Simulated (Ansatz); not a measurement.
# TiO2 (P4_2/mnm) in Ansatz: a series of runs

The runs below take TiO2 through single point, with PBEsol.

Program: Ansatz 0.2.0. These are calculated values, not measurements. Logs are shortened: lines on timing, memory, paths and dates and some standing lists are left out, and cuts for length are marked.

### Step 1. Starting point

The structure is tetragonal, space group P4_2/mnm (No. 136). The conventional cell has a = 4.600 Å, b = 4.600 Å, c = 2.959 Å, α = 90.00°, β = 90.00°, γ = 90.00°. Ti (site symmetry mmm) has 6 O at 1.95 to 1.98 Å as nearest neighbours. O (site symmetry m2m) has 3 Ti at 1.95 to 1.98 Å as nearest neighbours.

The cell is a database's computed one.

### Step 2. Single point, PBEsol, 9.81 Å³/atom (volume scaled by 0.94)

input.yaml

```yaml
crystal:
  lattice:
    - [4.5059367448, 0.0, 0.0]
    - [0.0, 4.5059367448, 0.0]
    - [0.0, 0.0, 2.8988044961]
  atoms:
    - { symbol: Ti, position: [0.0, 0.0, 0.5] }
    - { symbol: Ti, position: [0.5, 0.5, 0.0] }
    - { symbol: O, position: [0.30432132, 0.30432132, 0.5] }
    - { symbol: O, position: [0.19567868, 0.80432132, 0.0] }
    - { symbol: O, position: [0.80432132, 0.19567868, 0.0] }
    - { symbol: O, position: [0.69567868, 0.69567868, 0.5] }
kpoints:
  mp_grid: { grid: [6, 6, 9] }
scf:
  occupations: { method: fermi_dirac, width: 0.05 }
hamiltonian:
  xc: pbesol
  pseudopotentials: { kind: all_electron, lapw: { basis_error: 0.001 } }
output:
  forces: true
  stress: true
  eigenvalues: true
```

Potentials or basis: all-electron LAPW, scalar-relativistic.

Launch:

```
$ ansatz run input.yaml --threads 4 --pin off --max-ram 12288MiB --backend cpu --events-out ev --progress --plain --runs-dir out
```

Output:

```text
Warning: RAYON_NUM_THREADS=4 ignored (pool sized by the plan → 4); use --threads N
LAPW: plane waves up to 10.583 Å⁻¹, error target 1.0e-3 eV per atom; small_component_spin mean_spin; O in spheres of 0.888 Å, 8 of its electrons in bands, Dirac shells []; Ti in spheres of 1.024 Å, 20 of its electrons in bands, Dirac shells [] (how accurate: hamiltonian.pseudopotentials.lapw.basis_error, Limitations)
Engine: ansatz 0.2.0, x86_64-unknown-linux-gnu
Pseudopotentials: kind: all_electron
Pseudopotential: Ti, LAPW, valence charge 20, lapw/all_electron/scalar/gaussian/Ti, Koelling and Harmon's equation, gaussian nucleus
Pseudopotential: O, LAPW, valence charge 8, lapw/all_electron/scalar/gaussian/O, Koelling and Harmon's equation, gaussian nucleus
Functional definition: PBEsol
  exchange = pbesol_x
  correlation = pbesol_c
Crystal: 6 atoms, lattice volume = 58.856 Å³
Basis set: ecut = 426.68488437607175 eV, 1161 PW (Γ), exchange–correlation at level 2
Bands: 44, of which v1, the nominal top of the filled ones, is band 36 counted from 1 (35 counted from 0)
Symmetry: 16 space group operations
Space group: P42/mnm (ITA 136), of the structure as read, at distance tolerance 3.9e-5 Å
k-points: 50 of 324
Non-local potential: Ti, projectors of the file, none
Non-local potential: O, projectors of the file, none
Initial density: superposition of atomic densities (chi_scale 0.1, normalization cell, long waves kept (reshape's long-wave potential 0.00 eV rms))
Initial wavefunctions: plane waves of lowest kinetic energy (no species holds an atomic orbital)
Functional: x = pbesol(κ = 0.804, μ = 0.12345679012345678), c = pbesol(β = 0.046)
iter 1 solved again at ethr=2.52e-2 eV; its pass at ethr=1.00e-1 eV (dr2=1.81e1 eV) is discarded
SCF iter   1: F=—  HF=-54599.527260 eV  |F-HF|=—  |Δ(HF+E_count)|=         —  Δρ=1.74e-1  dr2=1.81e1  ethr=2.52e-2  ⟨swp⟩=2.0  Hψ=14390  notcnv=0
preconditioner: auto → Resta (q_TF=auto, 2.822 Å⁻¹)  ε∞=3.6  [insulator: Δε(μ)=5.977 eV  Ē_g=19.883 eV  σ=0.050 eV  W_gap=1.00  n_scr=22 (ndim 8)  ℏωp=32.1 eV  f_vac=0.000  D(μ)=0.00/eV (n_scr^D=0)  ε∞_Penn≈3.6]
SCF iter   2: F=—  HF=-54593.479932 eV  |F-HF|=—  |Δ(HF+E_count)|=    6.05e0  Δρ=9.96e-2  dr2=6.55e0  ethr=2.52e-2  ⟨swp⟩=3.0  Hψ=7020  notcnv=0
preconditioner: auto → Kerker (q_TF=auto, 2.822 Å⁻¹)  [metal: Δε(μ)=0.108 eV  Ē_g=9.171 eV  σ=0.050 eV  W_gap=0.42  n_scr=22 (ndim 8)  ℏωp=27.4 eV  f_vac=0.004  D(μ)=0.35/eV (n_scr^D=0)]
SCF iter   3: F=—  HF=-54591.123533 eV  |F-HF|=—  |Δ(HF+E_count)|=    2.36e0  Δρ=5.92e-2  dr2=2.14e0  ethr=9.10e-3  ⟨swp⟩=3.0  Hψ=7002  notcnv=0
iter 4 solved again at ethr=1.82e-4 eV; its pass at ethr=2.98e-3 eV (dr2=1.31e-1 eV) is discarded
SCF iter   4: F=—  HF=-54590.634743 eV  |F-HF|=—  |Δ(HF+E_count)|=         —  Δρ=1.45e-2  dr2=1.31e-1  ethr=1.82e-4  ⟨swp⟩=2.0  Hψ=11625  notcnv=0
the basis was enlarged: its passes take 305.5 KiB over the memory plan, 4 of 4 planned eigensolver slots
SCF iter   5: F=—  HF=-54590.719341 eV  |F-HF|=—  |Δ(HF+E_count)|=   8.46e-2  Δρ=1.64e-2  dr2=1.96e-1  ethr=1.82e-4  ⟨swp⟩=2.0  Hψ=7151  notcnv=0  recentre
SCF iter   6: F=—  HF=-54590.643425 eV  |F-HF|=—  |Δ(HF+E_count)|=   7.59e-2  Δρ=3.39e-3  dr2=1.16e-2  ethr=1.82e-4  ⟨swp⟩=2.0  Hψ=6811  notcnv=0
SCF iter   7: F=—  HF=-54590.641683 eV  |F-HF|=—  |Δ(HF+E_count)|=   1.74e-3  Δρ=2.07e-3  dr2=3.90e-3  ethr=1.61e-5  ⟨swp⟩=2.0  Hψ=6750  notcnv=0
SCF iter   8: F=—  HF=-54590.640885 eV  |F-HF|=—  |Δ(HF+E_count)|=   7.98e-4  Δρ=8.17e-4  dr2=5.44e-4  ethr=5.42e-6  ⟨swp⟩=2.0  Hψ=6750  notcnv=0
SCF iter   9: F=—  HF=-54590.640728 eV  |F-HF|=—  |Δ(HF+E_count)|=   1.57e-4  Δρ=3.22e-4  dr2=7.90e-5  ethr=7.56e-7  ⟨swp⟩=2.0  Hψ=6750  notcnv=0
SCF iter  10: F=—  HF=-54590.640702 eV  |F-HF|=—  |Δ(HF+E_count)|=   2.62e-5  Δρ=3.99e-5  dr2=1.13e-6  ethr=1.10e-7  ⟨swp⟩=2.0  Hψ=6751  notcnv=0
SCF iter  11: F=-54590.640695 eV  HF=-54590.640695 eV  |F-HF|=1.50e-8  |Δ(HF+E_count)|=   7.03e-6  Δρ=4.60e-6  dr2=1.31e-8  ethr=1.57e-9  ⟨swp⟩=2.0  Hψ=6750  notcnv=0
SCF 1 converged in 11 iterations: F = -54590.640695 eV  dr2 = 1.31e-8
SCF converged after 11 iterations
Free energy (F): -54590.640695 eV
Harris-Foulkes:  -54590.640695 eV  (|F-HF|=1.50e-8)
Internal energy: -54590.640695 eV  (E = F + TS)
E sigma→0 (E₀):  -54590.640695 eV
Fermi energy:    11.163796 eV
--- Per-component energies (eV) ---
  E_band       = -11494.042705
  E_kinetic    = 55030.486763
  E_xc         = -3149.264656
  E_electrostatic = -106471.862801  (all electrons and nuclei)
  E_smearing   = -0.000000  (= −TS)
  E_closure    = 0.000000  (closes the sum)
  E_atoms      = -54536.788326  (free atoms, spherical and without spin; not in F)
  Σ components = -54590.640695   (vs F -54590.640695, Δ=0.00e0)
  Basis errors (estimates in eV, not in F): energy 4.5e-4 per atom: plane waves 4.1e-4 (2.5e-4 summed), levels above the bands 3.5e-50, relativity 7.0e-8, radial functions 3.6e-5, core shells 1.5e-13; eigenvalues (radial functions only) 2.9e-6; not estimated: angular momenta, meshes, grids; target (lapw.basis_error) 1.0e-3; muffin-tin radii O 0.888 Å, Ti 1.024 Å
--- Forces (eV/Å), atoms counted from 1 ---
  atom   1  Ti    -0.00000000    -0.00000000     0.00000000
  atom   2  Ti    -0.00000000     0.00000000     0.00000000
  atom   3  O     -0.16989276    -0.16989276     0.00000000
  atom   4  O      0.16989276    -0.16989276     0.00000000
  atom   5  O     -0.16989276     0.16989276     0.00000000
  atom   6  O      0.16989276     0.16989276     0.00000000
  max |Σ_I F_I| component: 2.22e-16 eV/Å
--- Stress (GPa, compression-positive) ---
       12.996179       0.000000       0.000000
        0.000000      12.996179       0.000000
        0.000000       0.000000      15.150121
  P = ⅓ Tr σ = 13.7142 GPa (137.142 kbar)
--- Band table (eV; the first three rows and the last of 50) ---
  k-point 0: bands = ["-520.2900", "-520.2900", "-492.3855", "-492.3855", "-492.3855", "-492.3855", "-427.8820", "-427.8820", "-427.8780", "-427.8780", "-427.8770", "-427.8770", "-46.1978", "-46.1733", "-22.7099", "-22.7099", "-22.4915", "-22.4915", "-22.4368", "-22.3912", "-8.2290", "-6.9504", "-6.0247", "-6.0247", "4.0971", "4.4807", "4.7890", "6.1421", "6.1421", "7.5108", "7.5108", "8.1609", "9.5108", "9.7411", "9.7411", "10.2025", "12.1756", "12.4980", "12.7753", "12.8895", "12.8895", "15.1087", "15.2061", "17.4013"]
  k-point 1: bands = ["-520.2900", "-520.2900", "-492.3855", "-492.3855", "-492.3855", "-492.3855", "-427.8820", "-427.8820", "-427.8780", "-427.8780", "-427.8770", "-427.8770", "-46.1907", "-46.1677", "-22.6919", "-22.6919", "-22.5063", "-22.4881", "-22.4881", "-22.4646", "-8.0781", "-6.8585", "-6.1027", "-6.1027", "4.2950", "4.6344", "4.9414", "5.9846", "5.9846", "7.7560", "7.7896", "7.7896", "8.9567", "9.4762", "9.4762", "10.1319", "12.5227", "12.6376", "12.6840", "13.0629", "13.0629", "15.0950", "15.3047", "17.1978"]
  k-point 2: bands = ["-520.2900", "-520.2900", "-492.3855", "-492.3855", "-492.3855", "-492.3855", "-427.8820", "-427.8820", "-427.8780", "-427.8780", "-427.8770", "-427.8770", "-46.1723", "-46.1535", "-22.6782", "-22.6465", "-22.6446", "-22.6446", "-22.4810", "-22.4810", "-7.6771", "-6.6420", "-6.2992", "-6.2992", "4.8184", "5.0264", "5.3899", "5.8265", "5.8265", "6.9088", "7.8897", "8.2489", "8.2489", "8.8349", "8.8349", "9.8055", "12.5771", "12.8880", "13.1257", "13.4676", "13.4676", "14.7744", "15.7289", "16.8934"]
  k-point 49: bands = ["-520.2900", "-520.2900", "-492.3855", "-492.3855", "-492.3855", "-492.3855", "-427.8820", "-427.8820", "-427.8780", "-427.8780", "-427.8770", "-427.8770", "-46.1320", "-46.1320", "-22.9798", "-22.9798", "-22.5421", "-22.5421", "-22.4856", "-22.4856", "-6.7741", "-6.7741", "-6.4315", "-6.4315", "5.0798", "5.0798", "5.4265", "5.4265", "6.4848", "6.4848", "7.4321", "7.4321", "8.7437", "8.7437", "9.4934", "9.4934", "13.0260", "13.0260", "13.6176", "13.6176", "13.6808", "13.6808", "16.7047", "16.7047"]
```

Wall time 14 s (4 threads of Intel Xeon 6975P-C (Granite Rapids), shared host); peak memory 0.75 GiB.

Results:

```
Free energy            : -54590.6407 eV
Pressure               : 13.7 GPa
Largest force          : 0.240 eV/Å
Band gap on the k mesh : 1.97 eV, direct
```

Caveat: an odd mesh through Γ misses points on the zone boundary, where band edges often lie.

### Step 3. Single point, PBEsol, 10.02 Å³/atom (volume scaled by 0.96)

Edit input.yaml of step 2 so:

```diff
@@ -2,5 +2,5 @@
   lattice:
-    - [4.5059367448, 0.0, 0.0]
-    - [0.0, 4.5059367448, 0.0]
-    - [0.0, 0.0, 2.8988044961]
+    - [4.5376697393, 0.0, 0.0]
+    - [0.0, 4.5376697393, 0.0]
+    - [0.0, 0.0, 2.9192192849]
   atoms:
```

Potentials or basis: all-electron LAPW, scalar-relativistic.

Launch:

```
$ ansatz run input.yaml --threads 4 --pin off --max-ram 12288MiB --backend cpu --events-out ev --progress --plain --runs-dir out
```

It took 12 s on 4 threads of Intel Xeon 6975P-C (Granite Rapids), shared host; peak memory 0.76 GiB.

Results (log left out):

```
Free energy            : -54590.7236 eV
Pressure               : 7.6 GPa
Largest force          : 0.129 eV/Å
Band gap on the k mesh : 1.92 eV, direct
```

Caveat: an odd mesh through Γ misses points on the zone boundary, where band edges often lie.

### Step 4. Single point, PBEsol, 10.23 Å³/atom (volume scaled by 0.98)

Edit input.yaml of step 3 so:

```diff
@@ -2,5 +2,5 @@
   lattice:
-    - [4.5376697393, 0.0, 0.0]
-    - [0.0, 4.5376697393, 0.0]
-    - [0.0, 0.0, 2.9192192849]
+    - [4.5689650023, 0.0, 0.0]
+    - [0.0, 4.5689650023, 0.0]
+    - [0.0, 0.0, 2.9393524679]
   atoms:
```

Launch:

```
$ ansatz run input.yaml --threads 4 --pin off --max-ram 12288MiB --backend cpu --events-out ev --progress --plain --runs-dir out
```

Wall time 11 s (4 threads of Intel Xeon 6975P-C (Granite Rapids), shared host); peak memory 0.75 GiB.

Results (log left out):

```
Free energy            : -54590.7613 eV
Pressure               : 2.1 GPa
Largest force          : 0.026 eV/Å
Band gap on the k mesh : 1.87 eV, direct
```

Caveat: an odd mesh through Γ misses points on the zone boundary, where band edges often lie.

### Step 5. Single point, PBEsol, 10.44 Å³/atom

Edit input.yaml of step 4 so:

```diff
@@ -2,5 +2,5 @@
   lattice:
-    - [4.5689650023, 0.0, 0.0]
-    - [0.0, 4.5689650023, 0.0]
-    - [0.0, 0.0, 2.9393524679]
+    - [4.5998373239, 0.0, 0.0]
+    - [0.0, 4.5998373239, 0.0]
+    - [0.0, 0.0, 2.95921356]
   atoms:
```

Launch:

```
$ ansatz run input.yaml --threads 4 --pin off --max-ram 12288MiB --backend cpu --events-out ev --progress --plain --runs-dir out
```

Wall time 12 s (4 threads of Intel Xeon 6975P-C (Granite Rapids), shared host); peak memory 0.76 GiB.

The run converged. Its results:

```yaml
Free_energy: -54590.7582 eV
Pressure: -2.8 GPa
Largest_force: 0.070 eV/Å
Band_gap_on_the_k_mesh: 1.82 eV, direct
```

Caveat: an odd mesh through Γ misses points on the zone boundary, where band edges often lie.

### Step 6. Single point, PBEsol, 10.64 Å³/atom (volume scaled by 1.02)

Edit input.yaml of step 5 so:

```diff
@@ -2,5 +2,5 @@
   lattice:
-    - [4.5998373239, 0.0, 0.0]
-    - [0.0, 4.5998373239, 0.0]
-    - [0.0, 0.0, 2.95921356]
+    - [4.6303007105, 0.0, 0.0]
+    - [0.0, 4.6303007105, 0.0]
+    - [0.0, 0.0, 2.9788115719]
   atoms:
```

Potentials or basis: all-electron LAPW, scalar-relativistic.

Launch:

```
$ ansatz run input.yaml --threads 4 --pin off --max-ram 12288MiB --backend cpu --events-out ev --progress --plain --runs-dir out
```

It took 16 s on 4 threads of Intel Xeon 6975P-C (Granite Rapids), shared host; peak memory 0.75 GiB.

The run converged. Its results:

```yaml
Free_energy: -54590.7187 eV
Pressure: -7.2 GPa
Largest_force: 0.160 eV/Å
Band_gap_on_the_k_mesh: 1.78 eV, direct
```

Caveat: an odd mesh through Γ misses points on the zone boundary, where band edges often lie.

### Step 7. Single point, PBEsol, 10.85 Å³/atom (volume scaled by 1.04)

Edit input.yaml of step 6 so:

```diff
@@ -2,5 +2,5 @@
   lattice:
-    - [4.6303007105, 0.0, 0.0]
-    - [0.0, 4.6303007105, 0.0]
-    - [0.0, 0.0, 2.9788115719]
+    - [4.6603684408, 0.0, 0.0]
+    - [0.0, 4.6603684408, 0.0]
+    - [0.0, 0.0, 2.9981550462]
   atoms:
```

Launch:

```
$ ansatz run input.yaml --threads 4 --pin off --max-ram 12288MiB --backend cpu --events-out ev --progress --plain --runs-dir out
```

It took 17 s on 4 threads of Intel Xeon 6975P-C (Granite Rapids), shared host; peak memory 0.76 GiB.

Results (log left out):

```
Free energy            : -54590.6462 eV
Pressure               : -11.2 GPa
Largest force          : 0.243 eV/Å
Band gap on the k mesh : 1.73 eV, direct
```

Caveat: an odd mesh through Γ misses points on the zone boundary, where band edges often lie.

### Step 8. Single point, PBEsol, 11.06 Å³/atom (volume scaled by 1.06)

Edit input.yaml of step 7 so:

```diff
@@ -2,5 +2,5 @@
   lattice:
-    - [4.6603684408, 0.0, 0.0]
-    - [0.0, 4.6603684408, 0.0]
-    - [0.0, 0.0, 2.9981550462]
+    - [4.6900531165, 0.0, 0.0]
+    - [0.0, 4.6900531165, 0.0]
+    - [0.0, 0.0, 3.0172520901]
   atoms:
```

Launch:

```
$ ansatz run input.yaml --threads 4 --pin off --max-ram 12288MiB --backend cpu --events-out ev --progress --plain --runs-dir out
```

Wall time 15 s (4 threads of Intel Xeon 6975P-C (Granite Rapids), shared host); peak memory 0.74 GiB.

The run converged. Its results:

| Property | Result |
| --- | --- |
| Free energy | -54590.5443 eV |
| Pressure | -14.8 GPa |
| Largest force | 0.321 eV/Å |
| Band gap on the k mesh | 1.69 eV, direct |

Caveat: an odd mesh through Γ misses points on the zone boundary, where band edges often lie.

### Step 9. The reference run

An earlier run on the cell as given: functional PBEsol; potentials or basis all-electron LAPW, scalar-relativistic; cutoff 410 eV (chosen from the basis error); basis error allowed 0.001 eV/atom; k mesh 6 × 6 × 9; occupations fermi-dirac, width 0.05 eV; no spin polarisation.

* Pressure: -2.8 GPa
* Largest force: 0.070 eV/Å
* Band gap on the k mesh: 1.82 eV, direct
* Loewdin charges: Ti +1.37; O -0.65 e
